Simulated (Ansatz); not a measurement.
Hf:

```
Hf
1.0
    -1.69500    1.65212    1.64091
     1.87648   -1.65155    1.82182
     1.94106    1.89761   -1.64034
Hf
1
Direct
  0.00000 0.00000 0.00000
```

This isn't the form of Hf at room conditions, which is hcp.

The cell isn't the ideal one: cell sheared at random, sigma 0.06, atoms nudged by 0.01 Å.

| Property | Result |
| --- | --- |
| Program | Ansatz 0.2.0 |
| Task | relaxation of cell and atoms |
| Functional | PBE |
| Potentials or basis | Ansatz PAW |
| Cutoff | 420 eV (not typed: the program's choice for these potentials) |
| k mesh | 11 × 10 × 10 |
| Occupations | fermi-dirac, width 0.05 eV |
| Spin | no spin polarisation |

At the start: volume 23.30 Å³/atom.

Task: Where does the relaxation end?

Result: It ends after 13 steps and the volume is 22.54 Å³/atom (-3.3 %); space group I4/mmm (No. 139, to 0.05 Å).

The path:
```csv
step,energy change (eV),largest force (eV/Å),volume (Å³)
1,0.0000,0.0000,23.30
2,-0.0683,0.0000,22.28
3,-0.1136,0.0000,22.05
4,-0.1303,0.0000,22.27
5,-0.1596,0.0000,22.25
6,-0.1822,0.0000,22.52
7,-0.1963,0.0000,22.44
8,-0.1966,0.0000,22.47
9,-0.1966,0.0000,22.45
10,-0.2011,0.0000,22.45
11,-0.2018,0.0000,22.53
12,-0.2019,0.0000,22.54
13,-0.2019,0.0000,22.54
```

Final structure:
```cif
data_structure
_symmetry_space_group_name_H-M 'P 1'
_symmetry_Int_Tables_number 1
_cell_length_a 3.1687
_cell_length_b 3.1836
_cell_length_c 3.1836
_cell_angle_alpha 89.996
_cell_angle_beta 120.250
_cell_angle_gamma 120.250
_cell_volume 22.54
loop_
_atom_site_label
_atom_site_type_symbol
_atom_site_fract_x
_atom_site_fract_y
_atom_site_fract_z
_atom_site_occupancy
Hf1 Hf 0.00000 0.00000 0.00000 1
```

Caveat: the plane-wave basis is chosen anew once the cell has moved, so the energies of steps on either side of that aren't comparable.
